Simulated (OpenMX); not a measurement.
Crystal: Ge.

```
Ge
1.0
     4.00068    0.00000    0.00000
     2.00034    3.46469    0.00000
     2.00034    1.15490    3.26654
Ge
2
Cartesian
  6.0010 3.4647 2.4499
  4.0007 2.3098 1.6333
```

Base run:

| Item | Value |
| --- | --- |
| Program | OpenMX 3.8.5 |
| Functional | PBE |
| Dispersion | D3 |
| Potentials or basis | OpenMX 2013 PBE set, Ge7.0-s3p2d2, grid cutoff 300 Ry |
| k mesh | 7 × 7 × 7 |
| Occupations | fermi-dirac, width 0.05 eV |
| Spin | no spin polarisation |

Its results: band gap on the k mesh 0.08 eV, direct; pressure 4.6 GPa.

Question: The run is repeated on the same cell with these changes: dispersion from D3 to D3(BJ). What comes out?

Answer: Band gap on the k mesh 0.08 eV, direct; pressure 3.3 GPa.

Caveats: an odd mesh through Γ misses points on the zone boundary, where band edges often lie; the basis of atomic orbitals isn't converged, which shifts pressures, moduli and gaps.
